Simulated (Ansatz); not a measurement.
# Moving the functional in TaSi2

The cell as given:

```
Ta Si
1.0
     4.78000    0.00000    0.00000
    -2.39000    4.13960    0.00000
     0.00000    0.00000    6.56400
Ta Si
3 6
Direct
  0.00000 0.50000 0.16667
  0.50000 0.50000 0.83333
  0.50000 0.00000 0.50000
  0.33330 0.16665 0.16667
  0.16665 0.83335 0.83333
  0.83335 0.66670 0.50000
  0.66670 0.83335 0.16667
  0.83335 0.16665 0.83333
  0.16665 0.33330 0.50000
```

Kept alike: task relaxation of cell and atoms; k mesh 7 × 7 × 4; occupations fermi-dirac, width 0.05 eV; no spin polarisation. Program: Ansatz, Ansatz PAW. Cutoffs run from 420 to 500 eV. The mesh is that of the run's cell of 9 atoms. No spin-orbit coupling.

| functional | volume (Å³/atom) | first edge of the run's cell (Å) | third edge of the run's cell (Å) |
| --- | --- | --- | --- |
| LDA | 14.040 | 4.729 | 6.526 |
| PBE | 14.652 | 4.800 | 6.608 |
| PBEsol | 14.293 | 4.757 | 6.565 |
| r2SCAN | 14.400 | 4.773 | 6.568 |

The relaxations keep at least the cell's symmetry (P6_222). For a metal such a mesh leaves the last digits unconverged. Relaxations stop with a little pressure left, so the last digits of a volume or edge aren't settled. All rows use potentials made for PBE.

**Question.** What does the functional change here?

**Answer.** The volume runs from 14.040 (LDA) to 14.652 Å³/atom (PBE). From PBE: LDA -0.612; PBEsol -0.359; r2SCAN -0.252. The first edge of the run's cell runs from 4.729 (LDA) to 4.800 Å (PBE). From PBE: LDA -0.071; PBEsol -0.043; r2SCAN -0.027. The third edge of the run's cell runs from 6.526 (LDA) to 6.608 Å (PBE). From PBE: LDA -0.082; PBEsol -0.043; r2SCAN -0.040.
